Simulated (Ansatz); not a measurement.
## How far is PAW off for Li2S?

```
Li S
1.0
     0.00000    2.85400    2.85400
     2.85400    0.00000    2.85400
     2.85400    2.85400    0.00000
Li S
2 1
Cartesian
  1.4270 1.4270 1.4270
  4.2810 4.2810 4.2810
  0.0000 0.0000 0.0000
```

Atom numbers follow the list: Li1, Li2, S3.

The cell is COD entry 1010874, as deposited and not checked against the literature; nothing was relaxed.

Methods: DFT, PBE, PAW with Ansatz's default frozen-core files, scalar-relativistic (Ansatz 0.2.0); DFT, PBE, all-electron LAPW, scalar-relativistic (Ansatz 0.2.0).

For PAW: a Γ-centred 7×7×7 k mesh, Fermi–Dirac smearing of 0.02 eV, cutoff 420 eV, no spin polarisation. LAPW targets a basis error of 1 meV/atom. The Ansatz runs share mesh, smearing and spin set-up. Plane-wave (PAW) pressures include the program's estimate of the Pulay term.

Stress and pressure are positive in compression.

Levels count from the top of the valence band.

```csv
quantity,PAW,LAPW
pressure (GPa),-0.05,-0.05
band gap (eV),3.395,3.394
highest filled level at Γ (eV),0.000,0.000
lowest empty level at Γ (eV),4.239,4.237
highest filled level at X (eV),-1.407,-1.407
lowest empty level at X (eV),3.395,3.394
```

PAW's pressure differs from the LAPW value by about 0.01 GPa or less.
